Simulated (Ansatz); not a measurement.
The system is CoO.

```
Co O
1.0
     1.50547    0.86918    2.43993
    -1.50547    0.86918    2.43993
     0.00000   -1.73837    2.43993
Co O
1 1
Direct
  0.00000 0.00000 0.00000
  0.50000 0.50000 0.50000
```

The cell is a database's computed one.

Base run:

- Program: Ansatz 0.2.0
- Functional: r2SCAN
- Potentials or basis: Ansatz PAW
- Cutoff: 500 eV (not typed: the program's choice for these potentials)
- k mesh: 11 × 11 × 11
- Occupations: fermi-dirac, width 0.05 eV
- Spin: collinear spin, ferromagnetic start
- Starting moments: [2.0, 0.0] μB
- Hubbard terms: Co d U = 1 eV

Its results: band gap on the k mesh 1.06 eV, indirect (least direct gap 1.99 eV); pressure 2.1 GPa; net moment 3.00 μB per cell; site moments Co +2.62; O +0.25 μB.

Q: The run is repeated on the same cell with these changes: hubbard terms from Co d U = 1 eV to Co d U = 8 eV. What comes out?

A: Band gap on the k mesh 2.49 eV, indirect (least direct gap 3.84 eV); pressure 11.0 GPa; net moment 3.00 μB per cell; site moments Co +2.71; O +0.12 μB.

Caveats: the magnetic or orbital state may not be the lowest; odd divisions of the mesh miss points on the zone boundary, where band edges often lie, so the gap on the mesh can be too wide; a cell with one magnetic atom can't hold antiferromagnetic order, which such compounds often take; the PAW data sets come from PBE, with cores solved anew for the run's functional, which leaves a small shift of forces and pressure.

A k mesh can miss the band edges.
